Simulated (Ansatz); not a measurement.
**TaN: single point with PBE**

Crystal: TaN.

```
Ta N
1.0
     5.19100    0.00000    0.00000
    -2.59550    4.49554    0.00000
     0.00000    0.00000    2.90800
Ta N
3 3
Direct
  0.66667 0.33333 0.50000
  0.33333 0.66667 0.50000
  0.00000 0.00000 0.00000
  0.00000 0.50000 0.00000
  0.50000 0.50000 0.00000
  0.50000 0.00000 0.00000
```

| Item | Value |
| --- | --- |
| Program | Ansatz 0.2.0 |
| Task | single point |
| Functional | PBE |
| Potentials or basis | Ansatz PAW |
| Cutoff | 420 eV (not typed: the program's choice for these potentials) |
| k mesh | 6 × 6 × 9 |
| Occupations | fermi-dirac, width 0.05 eV |
| Spin | no spin polarisation |

| Property | Result |
| --- | --- |
| Pressure | 9.6 GPa |
| Band gap on the k mesh | none (metal or under the smearing width) |

Stress tensor (GPa, compression positive):
```
 8.82  0.00  0.00
 0.00  8.82  0.00
 0.00  0.00 11.22
```

Levels at points of the mesh, in eV from the Fermi level:
```tsv
k point	band 25	band 26	band 27	band 28	band 29	band 30
(0.00, 0.00, 0.00)	-2.37	-1.91	-1.08	-1.08	0.99	0.99
(0.00, -0.50, 0.00)	-2.79	-1.55	-0.53	1.51	2.01	2.02
```

It took 2.3 s on 2 threads of Arm Neoverse V1 (shared host), peak memory 0.36 GiB.

Caveat: the pressure holds a Pulay correction of +0.5 GPa for the finite cutoff. The run has no spin-orbit coupling, so splittings on Ta are missing.
